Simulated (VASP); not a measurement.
A run of VASP 6.6.1 is set up as follows.

The input INCAR:

```
  PREC = Accurate
  ENCUT = 600
  EDIFF = 1E-7
  ISMEAR = 0
  SIGMA = 0.03
  LREAL = False
  LASPH = True
  NELM = 120
  ALGO = Fast
  ISIF = 3
  LWAVE = False
  LCHARG = False
  GGA = PS
  IBRION = 2
  NSW = 60
  EDIFFG = -0.005
  LATTICE_CONSTRAINTS = .TRUE. .TRUE. .FALSE.
  KPAR = 2
```

Contents of KPOINTS:

```
Automatic mesh
0
Gamma
  12 12 1
```

POSCAR

```
HfS2
1.0
    3.6300000000      0.0000000000      0.0000000000
   -1.8150000000      3.1436722200      0.0000000000
    0.0000000000      0.0000000000     18.8800000000
S Hf
2 1
Direct
    0.3333330000      0.6666670000      0.4237288100
    0.6666670000      0.3333330000      0.5762711900
    0.0000000000      0.0000000000      0.5000000000
```

Potentials or basis: VASP PAW PBE potentials, release 64 (S, Hf_pv).

Launch:

```console
$ cat potpaw_PBE.64/S/POTCAR potpaw_PBE.64/Hf_pv/POTCAR > POTCAR
$ mpirun -np 2 vasp_std > vasp.out
```

Q: Predict the band gap on the k mesh.

A: 1.12 eV, indirect (least direct gap 1.99 eV).

Q: What does it give for the relaxed volume?

A: 70.31 Å³/atom.

Q: Predict the relaxed cell.

A: a = 3.592 Å, b = 3.592 Å, c = 18.880 Å, α = 90.00°, β = 90.00°, γ = 120.00°.

Q: Estimate the space group after relaxing (to 0.05 Å).

A: P-3m1 (No. 164).

Forces on the atoms (eV/Å):
```
S    0.000  0.000 -0.002
S    0.000  0.000  0.002
Hf   0.000  0.000  0.000
```

Caveat: the PAW data sets were made with another functional, which shifts forces and pressure a little; spin-orbit coupling is left out, which moves the levels of the heavy elements. Expect the measured gap to be larger: semilocal functionals such as PBEsol lack the derivative discontinuity.
